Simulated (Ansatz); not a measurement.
In doubt: masses and optical values from hybrid runs of this build are listed as unsure, which bears on the screening that GW takes from such a start.

Rows from a G0W0 calculation on HfS2 (1T monolayer) (Ansatz 0.2.0; G0W0 on HSE06, plane waves, PAW; 6×6×1 mesh, 408 empty bands, screening to 66 eV), in eV. Spin-orbit coupling is left out.

```csv
row,Σx,Σc,Vxc,Z
A,-10.30,-4.07,-15.02,0.78
B,-17.96,2.14,-15.53,0.76
C,-9.70,-3.48,-13.81,0.79
D,-18.61,1.64,-16.74,0.78
E,-18.57,2.03,-16.27,0.77
F,-11.43,-4.96,-17.03,0.75
```

**Question.** Which rows are filled states and which are empty ones, and how can one tell?

Filled: B, D and E. Empty: A, C and F. The sign of Σc tells: for a filled state bare exchange, which holds its interaction with itself, lies below Vxc (Σx − Vxc is -1.9 eV or lower here) and screening gives part back as a positive Σc. For an empty state Σx lies above Vxc (+4.1 eV or more) and the Coulomb hole leaves Σc negative.

[Paths, hosts, dates, memory and timing lines, banners, echoed tables and standing remarks are left out of the program output.]

[Logs are printed without paths, hosts, clocks, repeated set-up lines and the standing remarks that a program may print on its own settings, such as how far it seeks lower states.]

[Runs of the session that timed out or met a known fault of the program may be left out.]

[Cells called generated may have been cut or substituted from an entry of the Crystallography Open Database or the Materials Project.]

[Hosts, paths, dates, database ids (printed as entryN), source tags and the programs' standing remarks are cut or masked in the printed files.]
